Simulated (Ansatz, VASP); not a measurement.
## HfH2 in VASP and in Ansatz

POSCAR

```
HfH2
1.0
   -1.7266810000      1.7266810000      2.1650540000
    1.7266810000     -1.7266810000      2.1650540000
    1.7266810000      1.7266810000     -2.1650540000
H Hf
2 1
Direct
    0.7500000000      0.2500000000      0.5000000000
    0.2500000000      0.7500000000      0.5000000000
    0.0000000000      0.0000000000      0.0000000000
```

INCAR.step1

```
  PREC = Accurate
  ENCUT = 520
  ISMEAR = -1
  SIGMA = 0.1
  LREAL = False
  LASPH = True
  NELM = 60
  NBANDS = 13
  GGA = PE
  ALGO = Normal
  EDIFF = 1E-4
  LWAVE = True
  LCHARG = False
```

File INCAR.step2:

```
  PREC = Accurate
  ENCUT = 520
  EDIFF = 1E-6
  ISMEAR = -1
  SIGMA = 0.1
  LREAL = False
  LASPH = True
  NELM = 60
  ALGO = Normal
  ISIF = 2
  LWAVE = False
  LCHARG = False
  METAGGA = R2SCAN
  LMIXTAU = True
  NBANDS = 13
  ISTART = 1
```

The input KPOINTS:

```
Automatic mesh
0
Gamma
  13 13 13
```

Input for Ansatz:

```yaml
crystal:
  lattice:
    - [-1.726681, 1.726681, 2.165054]
    - [1.726681, -1.726681, 2.165054]
    - [1.726681, 1.726681, -2.165054]
  atoms:
    - { symbol: H, position: [0.75, 0.25, 0.5] }
    - { symbol: H, position: [0.25, 0.75, 0.5] }
    - { symbol: Hf, position: [0.0, 0.0, 0.0] }
  symmetry: { tolerance: 0.0003 }
kpoints:
  mp_grid: { grid: [13, 13, 13], shift: [0, 0, 0] }
  band_path:
    path:
      - [0.0, 0.0, 0.0]
      - [0.0, 0.0, 0.5]
      - [0.25, 0.25, 0.25]
      - [0.0, 0.5, 0.0]
      - [0.0, 0.0, 0.0]
      - [0.5, 0.5, -0.5]
      - [0.40901085, 0.59098915, -0.40901085]
      - [-0.40901085, 0.40901085, 0.40901085]
      - [0.0, 0.0, 0.0]
      - [0.0, 0.0, 0.5]
      - [-0.3180217, 0.3180217, 0.5]
    npoints: 6
magnetization:
  spin_polarized: false
scf:
  occupations: { method: fermi_dirac }
  lower_state_search: "off"
  max_iter: 200
hamiltonian:
  pseudopotentials: { kind: paw }
  xc: r2scan
basis:
  ecutwfc: 500
  fft_grid_basis: typed
output:
  forces: true
  stress: true
  eigenvalues: true
  bader: true
  populations: true
  elf: true
  write_potential: true
  volumetric_format: npy
  dos:
    e_range: [-12, 8]
    de: 0.05
    projected: { site_lists: { H: [H], Hf: [Hf] } }
checkpoint:
  read: saved_state
```

Alike in both runs: task single point; functional r2SCAN; k mesh 13 × 13 × 13; no spin polarisation.

```csv
,VASP,Ansatz
version,VASP 6.6.1,Ansatz 0.2.0
potentials or method,"VASP PAW PBE potentials, release 64 (H, Hf_pv)",PAW plane waves
plane-wave cutoff (eV),520,500
occupations,"fermi-dirac, width 0.1 eV",fermi-dirac
valence electrons in the cell,12,28
```

Ansatz gave:

| Quantity | Value |
| --- | --- |
| pressure (GPa) | 0.4 |
| largest component of the traceless stress (GPa) | 0.47 |

Problem. Estimate VASP's values.

Solution. Pressure (GPa): -0.7; largest component of the traceless stress (GPa): 0.36.

The two sets of potentials don't hold the same shells in valence.

Caveats: the PAW data sets were made with another functional, which shifts forces and pressure a little (VASP). The runs have no spin-orbit coupling, so splittings on Hf are missing.
